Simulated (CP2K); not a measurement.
The system is ZnSe (Stilleite).

```
Se Zn
1.0
     4.00760    0.00000    0.00000
     2.00380    3.47068    0.00000
     2.00380    1.15689    3.27219
Se Zn
1 1
Direct
  0.75000 0.75000 0.75000
  0.00000 0.00000 0.00000
```

Base run:

```yaml
Program: CP2K 2026.2
Functional: PBE
Potentials_or_basis: POTENTIAL_UZH Se GTH-SCAN-q6, Zn GTH-SCAN-q12; DZVP-MOLOPT-SR-GTH basis
Density_cutoff: 6123 eV
k_mesh: 8 × 8 × 8
Occupations: fermi-dirac, width 0.05 eV
Spin: no spin polarisation
```

Its results: band gap on the k mesh 1.51 eV, direct; pressure 2.7 GPa.

Task: After a change of settings the same cell gave: band gap on the k mesh 1.30 eV, direct; pressure 2.8 GPa. Which change was it?
A. potentials or basis from POTENTIAL_UZH Se GTH-SCAN-q6, Zn GTH-SCAN-q12; DZVP-MOLOPT-SR-GTH basis to GTH_POTENTIALS Se GTH-PBE-q6, Zn GTH-PBE-q12; DZVP-MOLOPT-SR-GTH basis; potentials from Se GTH-SCAN-q6 of POTENTIAL_UZH, Zn GTH-SCAN-q12 of POTENTIAL_UZH to Se GTH-PBE-q6 of GTH_POTENTIALS, Zn GTH-PBE-q12 of GTH_POTENTIALS
B. potentials or basis from POTENTIAL_UZH Se GTH-SCAN-q6, Zn GTH-SCAN-q12; DZVP-MOLOPT-SR-GTH basis to POTENTIAL_UZH Se GTH-PBE0-q6, Zn GTH-PBE0-q12; DZVP-MOLOPT-SR-GTH basis; potentials from Se GTH-SCAN-q6 of POTENTIAL_UZH, Zn GTH-SCAN-q12 of POTENTIAL_UZH to Se GTH-PBE0-q6 of POTENTIAL_UZH, Zn GTH-PBE0-q12 of POTENTIAL_UZH
C. potentials or basis from POTENTIAL_UZH Se GTH-SCAN-q6, Zn GTH-SCAN-q12; DZVP-MOLOPT-SR-GTH basis to GTH_POTENTIALS Se GTH-PADE-q6, Zn GTH-PADE-q12; DZVP-MOLOPT-SR-GTH basis; potentials from Se GTH-SCAN-q6 of POTENTIAL_UZH, Zn GTH-SCAN-q12 of POTENTIAL_UZH to Se GTH-PADE-q6 of GTH_POTENTIALS, Zn GTH-PADE-q12 of GTH_POTENTIALS

Result: A.

Caveats: the basis of atomic orbitals isn't converged, which shifts pressures, moduli and gaps; the potentials were made for another functional, which shifts forces and pressure (some runs).
